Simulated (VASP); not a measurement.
Crystal: Mg3Sb2.

```
Sb Mg
1.0
     4.58200    0.00000    0.00000
    -2.29100    3.96813    0.00000
     0.00000    0.00000    7.24400
Sb Mg
2 3
Direct
  0.66667 0.33333 0.76500
  0.33333 0.66667 0.23500
  0.00000 0.00000 0.00000
  0.66667 0.33333 0.37000
  0.33333 0.66667 0.63000
```

Base run:

- Program: VASP 6.6.1
- Functional: LAK
- Potentials or basis: VASP PAW PBE potentials, release 64 (Sb, Mg)
- Cutoff: 520 eV
- k mesh: 7 × 7 × 4
- Occupations: fermi-dirac, width 0.05 eV
- Spin: no spin polarisation

Its results: band gap on the k mesh 0.67 eV, indirect (least direct gap 1.83 eV).

Question: The run is repeated on the same cell with these changes: functional from LAK to LMBJ; further incar settings from ALGO = Normal; EDIFF = 1e-06; NBANDS = 16 to ALGO = Normal; EDIFF = 1e-06. What comes out?

Answer: Band gap on the k mesh 0.76 eV, indirect (least direct gap 1.71 eV).

Caveats: spin-orbit coupling is left out, which moves the levels of the heavy elements; the mesh misses the band edges, which the band path finds closer together.
